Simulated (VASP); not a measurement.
Wanted: the native input for a VASP 6.6.1 run.

- Task: single point
- Functional: PBE
- Potentials or basis: VASP PAW PBE potentials, release 64 (Ca_sv, Se)
- Cutoff: 520 eV
- k mesh: 6 × 6 × 6
- Occupations: gaussian, width 0.1 eV
- Spin: no spin polarisation
- Dipole correction: no
- Further INCAR settings: ALGO = Fast; EDIFF = 1e-07; NBANDS = 48

The structure of Ca7Se lies in POSCAR:

```
Ca7Se
1.0
    0.0000000000      5.3020500821      5.3020500821
    5.3020500821      0.0000000000      5.3020500821
    5.3020500821      5.3020500821      0.0000000000
Ca Se
7 1
Direct
    0.0000000000      0.0000000000      0.5000000000
    0.5000000000      0.0000000000      0.5000000000
    0.0000000000      0.5000000000      0.5000000000
    0.5000000000      0.5000000000      0.0000000000
    0.0000000000      0.5000000000      0.0000000000
    0.5000000000      0.0000000000      0.0000000000
    0.5000000000      0.5000000000      0.5000000000
    0.0000000000      0.0000000000      0.0000000000
```

The cell was built by a generator and needn't be a form met in nature.

The cell isn't the ideal one: species swapped into the Zn7Mo type (Fm-3m, No. 225).

These files were run (other wordings do the same):

INCAR

```
  PREC = Accurate
  ENCUT = 520
  EDIFF = 1E-7
  ISMEAR = 0
  SIGMA = 0.1
  LREAL = False
  LASPH = True
  NELM = 100
  ALGO = Fast
  ISIF = 2
  LWAVE = False
  LCHARG = False
  GGA = PE
  NBANDS = 48
```

KPOINTS

```
regular mesh
0
Gamma
  6 6 6
```

Potentials or basis: VASP PAW PBE potentials, release 64 (Ca_sv, Se).

The run is started by

```sh
$ cat potpaw_PBE.64/Ca_sv/POTCAR potpaw_PBE.64/Se/POTCAR > POTCAR
$ mpirun -np 1 vasp_std > vasp.out
```

It gave:

* Pressure: 0.1 GPa
* Band gap on the k mesh: none (metal or under the smearing width)

Wall time 17 min on 1 thread of AMD EPYC 7R43 64-Core Processor (Zen 3), with other jobs on the host, peak memory 0.49 GiB.
